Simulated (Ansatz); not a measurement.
# CoO in Ansatz: the effect of functional

Crystal: CoO.

```xyz
2
Lattice="1.5695 0.9062 2.5141 -1.5695 0.9062 2.5141 0.0000 -1.8123 2.5141" Properties=species:S:1:pos:R:3 pbc="T T T"
Co    0.0000    0.0000    7.5345
O     0.0000    0.0000    5.6644
```

Measurements of this composition are mostly on another form, of space group No. 225.

The cell isn't the ideal one: volume scaled by 0.94.

Alike in all runs:

| Quantity | Value |
| --- | --- |
| Program | Ansatz 0.2.0 |
| Task | single point |
| Potentials or basis | Ansatz PAW |
| k mesh | 10 × 10 × 10 |
| Occupations | fermi-dirac, width 0.05 eV |
| Spin | collinear spin, ferromagnetic start |
| Starting moments | [2.0, 0.0] μB |

```tsv
functional	cutoff	pressure (GPa)	moment (μB)
LDA	420 eV (not typed: the program's choice for these potentials)	?	?
PBEsol	420 eV (not typed: the program's choice for these potentials)	-2.0	2.39
r2SCAN	500 eV (not typed: the program's choice for these potentials)	13.8	2.94
```

Q: What does the run with functional LDA give?

A: Pressure -13.8 GPa; moment 1.90 μB.

Caveats: a cell with one magnetic atom can't hold antiferromagnetic order, which such compounds often take; the PAW data sets come from PBE, with cores solved anew for the run's functional, which leaves a small shift of forces and pressure; the magnetic or orbital state may not be the lowest (some runs).

Runs at the PBE level aren't shown here.
